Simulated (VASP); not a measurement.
KCl (Sylvite): band structure with PBEsol

**Experimental background.**

From a printed reference work, monograph, for a bulk crystal of KCl: band gap 8.68 eV.

Crystal: KCl (Sylvite).

```
CELL_PARAMETERS angstrom
0.00000 3.14647 3.14647
3.14647 0.00000 3.14647
3.14647 3.14647 0.00000
ATOMIC_POSITIONS crystal
K 0.00000 0.00000 0.00000
Cl 0.50000 0.50000 0.50000
```

```
Program                : VASP 6.6.1
Task                   : band structure
Functional             : PBEsol
Potentials or basis    : VASP PAW PBE potentials, release 64 (K_sv, Cl)
Cutoff                 : 520 eV
k mesh                 : 8 × 8 × 8
Occupations            : gaussian, width 0.02 eV
Spin                   : no spin polarisation
Ladder                 : gaps
Further INCAR settings : ALGO = Normal; EDIFF = 1e-06
```

The band gap on the k mesh is 5.02 eV, direct. The band gap along the path is 5.02 eV, direct.

Levels at the corners of the path, in eV from the valence-band top:
| point | band 6 | band 7 | band 8 | band 9 | band 10 | band 11 |
| --- | --- | --- | --- | --- | --- | --- |
| Γ | 0.00 | 0.00 | 0.00 | 5.02 | 8.29 | 8.29 |
| X | -0.68 | -0.23 | -0.23 | 6.40 | 8.23 | 9.91 |
| X | -0.68 | -0.23 | -0.23 | 6.40 | 8.23 | 9.91 |
| W | -0.50 | -0.49 | -0.49 | 7.91 | 7.91 | 9.37 |
| W | -0.50 | -0.49 | -0.49 | 7.91 | 7.91 | 9.37 |
| K | -0.58 | -0.57 | -0.30 | 7.15 | 8.95 | 9.20 |
| K | -0.58 | -0.57 | -0.30 | 7.15 | 8.95 | 9.20 |
| Γ | 0.00 | 0.00 | 0.00 | 5.02 | 8.29 | 8.29 |
| Γ | 0.00 | 0.00 | 0.00 | 5.02 | 8.29 | 8.29 |
| L | -1.09 | -0.33 | -0.33 | 7.43 | 8.49 | 10.48 |
| L | -1.09 | -0.33 | -0.33 | 7.43 | 8.49 | 10.48 |
| U | -0.58 | -0.57 | -0.30 | 7.15 | 8.95 | 9.20 |
| U | -0.58 | -0.57 | -0.30 | 7.15 | 8.95 | 9.20 |
| W | -0.50 | -0.49 | -0.49 | 7.91 | 7.91 | 9.37 |
| W | -0.50 | -0.49 | -0.49 | 7.91 | 7.91 | 9.37 |
| L | -1.09 | -0.33 | -0.33 | 7.43 | 8.49 | 10.48 |
| L | -1.09 | -0.33 | -0.33 | 7.43 | 8.49 | 10.48 |
| K | -0.58 | -0.57 | -0.30 | 7.15 | 8.95 | 9.20 |
| U | -0.58 | -0.57 | -0.30 | 7.15 | 8.95 | 9.20 |
| X | -0.68 | -0.23 | -0.23 | 6.40 | 8.23 | 9.90 |

It took 44 s on 1 thread of AMD EPYC 9R14 (Zen 4) (shared host), peak memory 0.21 GiB.

A measured gap of KCl is 8.68 eV (a printed reference work, monograph); the calculated 5.02 eV misses it by -3.66 eV. The value is that of PBEsol, without temperature or zero-point motion. Semilocal functionals fall short of measured gaps as a rule.

Caveat: the log is that of the step along the path at fixed density, whose energy, stress, charges and moments have no meaning.
